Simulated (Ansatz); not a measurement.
Zincblende NaI, relaxed with r2SCAN in Ansatz. The symmetry is F-43m (No. 216, cubic); a = 7.086 Å in the conventional setting, 44.48 Å³ an atom. Na is surrounded by 4 I at 3.07 Å; I is surrounded by 4 Na at 3.07 Å.

The axes x, y and z are those of this cell:
```
Na I
1.0
     0.00000    3.54319    3.54319
     3.54319    0.00000    3.54319
     3.54319    3.54319    0.00000
Na I
1 1
Direct
  0.00000 0.00000 0.00000
  0.25000 0.25000 0.25000
```

Unstrained: The PBE gap is direct at Γ: 3.825 eV. With r2SCAN the gap is 4.419 eV and direct, at Γ. HSE06 gives a direct gap of 4.812 eV at Γ. Meshes: PBE 6×6×6, r2SCAN 6×6×6, HSE06 4×4×4. Strains are changes of length per length, and xy shears are angles. After each strain the atoms were relaxed again with r2SCAN in this cell and within any symmetry left, so distortions that break it or need a larger cell weren't tested; points keep the names that they have in the unstrained zone. No spin polarisation. The prototype was imposed, so other structures may be more stable.

Q: For epitaxial +3.17 % in the xy plane, how far does the free direction move, and what happens to the gap?

A: The normal strain at zero normal stress is -6.12 %, 1.93 of the in-plane strain with the sign turned. PBE: the gap goes from 3.825 to 3.751 eV (-0.074 eV); with r2SCAN the top three valence levels at Γ, degenerate before, become 1+2 from the top over 85 meV. r2SCAN: the gap goes from 4.419 to 4.345 eV (-0.074 eV). HSE06: the gap goes from 4.812 to 4.736 eV (-0.076 eV).

Q: Estimate what xy shear, engineering strain (angle) -3.75 % does to the gap.

A: PBE: the gap goes from 3.825 to 3.765 eV (-0.061 eV); with r2SCAN the top three valence levels at Γ, degenerate before, become 1+1+1 from the top over 110 meV. r2SCAN: the gap goes from 4.419 to 4.356 eV (-0.063 eV). HSE06: the gap goes from 4.812 to 4.749 eV (-0.064 eV). The r2SCAN energy rises by 0.6 meV an atom.

Q: Estimate what biaxial -0.5 % in x and y, z held does to the gap.

A: PBE: the gap goes from 3.825 to 3.840 eV (+0.015 eV). r2SCAN: the gap goes from 4.419 to 4.434 eV (+0.015 eV). HSE06: the gap goes from 4.812 to 4.828 eV (+0.016 eV). The r2SCAN energy rises by 0.2 meV an atom.

Spin-orbit coupling is left out, which matters wherever the heavy atoms make up the band edges.

The meshes of the hybrids are coarse, so their gaps aren't converged to the digits shown.

The splittings at Γ are without spin-orbit coupling, which is tenths of an eV in such compounds, regroups them and changes the shifts of the gap.
